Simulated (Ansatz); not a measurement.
Input, command and steps of an Ansatz relaxation.

```yaml
crystal:
  lattice:
    - [3.6838407415, 0.0, 0.0]
    - [-1.8419203707, 3.1902996656, 0.0]
    - [0.0, 0.0, 3.5579596027]
  atoms:
    - { symbol: As, position: [0.6666666667, 0.3333333333, 0.25] }
    - { symbol: As, position: [0.3333333333, 0.6666666667, 0.75] }
basis:
  ecutwfc: 420
kpoints:
  mp_grid: { grid: [12, 12, 12] }
hamiltonian:
  xc: pbe
scf:
  occupations: { method: gaussian, width: 0.1 }
output:
  forces: true
  stress: true
  eigenvalues: true
  write_density: true
  write_potential: true
  elf: true
  volumetric_format: npy
relax:
  adjacent_minimum: "off"
  f_tol: 0.01
  max_steps: 60
  cell: { stress_tol: 0.1 }
```

```bash
ansatz run input.yaml --threads 1 --pin off --max-ram 2560MiB --backend cpu --events-out ev --progress --plain --runs-dir out
```

Theory: DFT PBE, scalar-relativistic, plane waves, PAW (Ansatz).

Of 4 frames 3 are shown, positions in Å and forces in eV/Å; the SCF threshold varies from step to step. Steps run on the plane waves of an earlier cell, with a Pulay correction in the pressure. The basis is chosen afresh for the last frame, the zero of the energies, and at times for earlier ones too; energy and pressure step there, also at an unchanged geometry.

```xyz
2
Lattice="3.6838 0.0000 0.0000 -1.8419 3.1903 0.0000 0.0000 0.0000 3.5580" Properties=species:S:1:pos:R:3:forces:R:3 pbc="T T T" step=1 free_energy_over_end_meV_per_atom=0.34 pressure_GPa=-0.48
As    1.8419    1.0634    0.8895    0.0000    0.0000    0.0000
As    0.0000    2.1269    2.6685    0.0000    0.0000    0.0000
2
Lattice="3.6572 0.0000 0.0000 -1.8286 3.1672 0.0000 0.0000 0.0000 3.5661" Properties=species:S:1:pos:R:3:forces:R:3 pbc="T T T" step=2 free_energy_over_end_meV_per_atom=0.12 pressure_GPa=0.24
As    1.8286    1.0557    0.8915    0.0000    0.0000    0.0000
As    0.0000    2.1115    2.6746    0.0000    0.0000    0.0000
2
Lattice="3.6682 0.0000 0.0000 -1.8341 3.1768 0.0000 0.0000 0.0000 3.5603" Properties=species:S:1:pos:R:3:forces:R:3 pbc="T T T" step=4 free_energy_over_end_meV_per_atom=0.00 pressure_GPa=0.01
As    1.8341    1.0589    0.8901    0.0000    0.0000    0.0000
As    0.0000    2.1179    2.6702    0.0000    0.0000    0.0000
```

It took 25 s on 1 thread of Arm Neoverse V1, on a shared host, peak memory 0.37 GiB.